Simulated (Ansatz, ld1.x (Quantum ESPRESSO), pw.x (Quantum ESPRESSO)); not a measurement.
# From atom to crystal: PAW potential for B (Z = 5)

- Element: boron (B)
- Generator: ld1.x (Quantum ESPRESSO) 7.5
- Type: PAW
- Functional: PBE
- Relativity: scalar-relativistic
- Frozen core: [He]
- Valence charge: 3
- Reference configuration: 2s1 2p0 (charge +2)
- Partial waves: 2s (bound): rcut 1.15, rcutus 1.30 bohr; 2s channel at -1.85 Ry: rcut 1.15, rcutus 1.30 bohr; 2p (bound, empty): rcut 1.75, rcutus 2.25 bohr; 2p channel at -1.2 Ry: rcut 1.75, rcutus 2.25 bohr; 3d channel at 0.25 Ry: rcut 1.40, rcutus 1.90 bohr
- Local potential: all-electron potential smoothed inside 1.00 bohr (lloc = -1)
- Core correction: Bessel-smoothed model core, default radius (core density twice the valence density)
- Augmentation charge: BESSEL, radius 1.15 bohr

Crystal test: fcc B in pw.x 7.5, no spin, 18³ k-points, Fermi–Dirac smearing 0.01 Ry, cutoffs 40/320 Ry. The reference is all-electron LAPW (Ansatz 0.2.0) with the same functional, mesh and smearing; V0 and B0 come from Birch–Murnaghan fits to the pressures at five volumes. Errors are pseudo minus all-electron; Δ is the rms difference of the E(V) curves that follow from these fits, minima aligned, over ±6 % about the mean V0. Mesh and smearing are coarse, so the numbers serve the comparison and aren't converged zero-temperature values; the lattice is a test structure that the element need not adopt.

| V (Å³/atom) | P all-electron (GPa) | P pseudo (GPa) |
| --- | --- | --- |
| 5.603 | 14.83 | 19.91 |
| 5.751 | 6.76 | 11.38 |
| 5.898 | -0.40 | 3.83 |
| 6.045 | -6.74 | -2.88 |
| 6.193 | -12.37 | -8.82 |

All-electron: a0 = 2.867 Å (V0 = 5.89 Å³/atom), B0 = 270.8 GPa.

Pseudopotential: mean pressure error (GPa): +4.27; a0 (Å): 2.881; a0 error (%): +0.51; B0 error (%): -0.4; Δ (meV/atom): 5.4. The largest radius (2.25 bohr) exceeds half the bond length (1.92 bohr), so the spheres overlap, which is one possible source of error among others. This is a poor potential for the solid.

At the middle volume, how do free energy and pressure move when the wave cutoff is lowered (ecutrho held at 320 Ry)?

```csv
cutoff (Ry),shift of F (meV/atom),shift of P (GPa)
18,+62.9,-3.08
24,+6.9,-0.53
32,+2.6,+0.17
```

The run at the middle volume (195 k-points, 6 iterations) took about 2.7 s on one core of a shared host (Neoverse-V2, 96 threads, 742 GiB, load 39).
